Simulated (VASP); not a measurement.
Input of a VASP 6.6.1 run:

The input INCAR:

```
PREC     = Accurate       # precision mode
ENCUT    = 520            # plane-wave cutoff, eV
EDIFF    = 0.05           # SCF threshold, eV
ISMEAR   = 0              # smearing method
SIGMA    = 0.1            # smearing width, eV
LREAL    = False          # projectors in reciprocal space
LASPH    = True           # aspherical terms in the spheres
NELM     = 100            # most SCF steps
ALGO     = Fast           # electronic algorithm
ISIF     = 2              # what is computed and relaxed
LWAVE    = False          # write WAVECAR
LCHARG   = False          # write CHGCAR
GGA      = PE             # functional
```

The input KPOINTS:

```
regular mesh
0
Gamma
  18 18 18
```

The input POSCAR:

```
Al                                      
1.0
   -0.0000000000      2.0202222304      2.0202222304
    2.0202222304      0.0000000000      2.0202222304
    2.0202222304      2.0202222304     -0.0000000000
  Al            
     1
Direct
     0.0000000000000000    0.0000000000000000    0.0000000000000000
```

Potentials or basis: VASP PAW PBE potentials, release 64 (Al).

Run with:

```console
$ cat potpaw_PBE.64/Al/POTCAR > POTCAR
$ mpirun -np 1 vasp_std > vasp.out
```

Estimate the pressure.

-1.9 GPa.

Predict the band gap on the k mesh.

none (metal or under the smearing width).
